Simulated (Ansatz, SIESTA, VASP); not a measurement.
# One calculation of InAs, 4 ways

The starting cell:

```xyz
2
Lattice="0.0000 3.0180 3.0180 3.0180 0.0000 3.0180 3.0180 3.0180 0.0000" Properties=species:S:1:pos:R:3 pbc="T T T"
In    0.0000    0.0000    0.0000
As    4.5270    4.5270    4.5270
```

Alike in all runs: task relaxation of cell and atoms; functional PBE; k mesh 6 × 6 × 6; occupations fermi-dirac, width 0.05 eV; no spin polarisation; no spin-orbit coupling.

| program and potentials | plane-wave cutoff (eV) | notes | equilibrium volume (Å³/atom) |
| --- | --- | --- | --- |
| Ansatz, Ansatz PAW | 420 | 14 valence electrons an atom on average | 29.63 |
| SIESTA, files PseudoDojo sr-pbe-0.4.1-standard, DZP (energy shift 0.003 Ry; two zetas on semicore shells) | - | atomic basis; 14 valence electrons an atom on average | 29.65 |
| VASP, PBE PAW files As, In_d, 600 eV | 600 | 9 valence electrons an atom on average | 29.66 |
| Ansatz, all-electron LAPW, scalar-relativistic | - | - | 29.64 |

The equilibrium volume spans 29.63 (Ansatz, Ansatz PAW) to 29.66 Å³/atom (VASP, PBE PAW files As, In_d, 600 eV), with all-electron results at 29.64. Relaxations stop with a little pressure left, so the last digit of a volume isn't settled. Rows in atomic bases carry the error of their basis and grid, which can be large.

The functional is the same throughout but for its coding, so the spread measures potentials, basis and numerics; runs on potential files found faulty are left out.
